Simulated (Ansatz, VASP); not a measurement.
One calculation of C, two programs

```
C
1.0
     2.12942   -1.22943   -0.00886
     2.12942    1.22943   -0.00886
    -1.39503    0.00000    3.63240
C
2
Direct
  0.83335 0.83335 0.00004
  0.16665 0.16665 0.99996
```

This is a stacking variant of graphite.

Alike in both runs: functional PBEsol; k mesh 14 × 14 × 8; occupations gaussian, width 0.02 eV; no spin polarisation.

Ansatz relaxed the structure, and its values are those at the end. VASP's run is a single point on that final structure, the one shown.

|  | VASP | Ansatz |
| --- | --- | --- |
| version | VASP 6.6.1 | Ansatz 0.2.0 |
| potentials or method | VASP PAW PBE potentials, release 64 (C) | scalar-relativistic, plane waves, PAW |
| plane-wave cutoff (eV) | 520 | 420 |
| valence electrons in the cell | 8 | 8 |

```csv
,VASP,Ansatz,Ansatz less VASP
gap on the k mesh at the Fermi level (eV),0.89,0.89,0.000
least direct gap on the mesh (eV),0.89,0.89,0.000
pressure (GPa),0.6,0.0,-0.61
```

The functional is the same, so the differences come from potentials, cutoffs and numerics.

Caveats: the PAW data sets were made with another functional, which shifts forces and pressure a little (VASP); this functional lacks dispersion, which binds the layers, so the pressure and a relaxed spacing across them are unreliable. A k mesh can miss the band edges.
